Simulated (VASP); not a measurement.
Cu2O (Cuprite):

```
Cu O
1.0
     4.26000    0.00000    0.00000
     0.00000    4.26000    0.00000
     0.00000    0.00000    4.26000
Cu O
4 2
Cartesian
  1.0650 1.0650 1.0650
  1.0650 3.1950 3.1950
  3.1950 3.1950 1.0650
  3.1950 1.0650 3.1950
  0.0000 0.0000 0.0000
  2.1300 2.1300 2.1300
```

| Item | Value |
| --- | --- |
| Program | VASP 6.6.1 |
| Task | relaxation of cell and atoms |
| Functional | LDA |
| Potentials or basis | VASP PAW LDA potentials, release 64 (Cu, O) |
| Cutoff | 600 eV |
| k mesh | 6 × 6 × 6 |
| Occupations | gaussian, width 0.03 eV |
| Spin | no spin polarisation |

At the start: pressure -7.5 GPa; volume 12.88 Å³/atom.

Question: How do energy, volume and symmetry change on relaxing?

Answer: Over 3 steps the energy falls by 18.2 meV/atom and the volume is 12.15 Å³/atom (-5.7 %); space group Pn-3m (No. 224, to 0.05 Å).

Step by step:
```csv
step,energy change (eV),largest force (eV/Å),pressure (GPa),volume (Å³)
1,0.0000,0.0000,-7.50,77.31
2,-0.0786,0.0000,4.65,70.76
3,-0.1089,0.0000,-0.05,72.90
```

Final structure:
```xyz
6
Lattice="4.1775 0.0000 0.0000 0.0000 4.1775 0.0000 0.0000 0.0000 4.1775" Properties=species:S:1:pos:R:3 pbc="T T T"
Cu    1.0444    1.0444    1.0444
Cu    1.0444    3.1331    3.1331
Cu    3.1331    3.1331    1.0444
Cu    3.1331    1.0444    3.1331
O     0.0000    0.0000    0.0000
O     2.0887    2.0887    2.0887
```
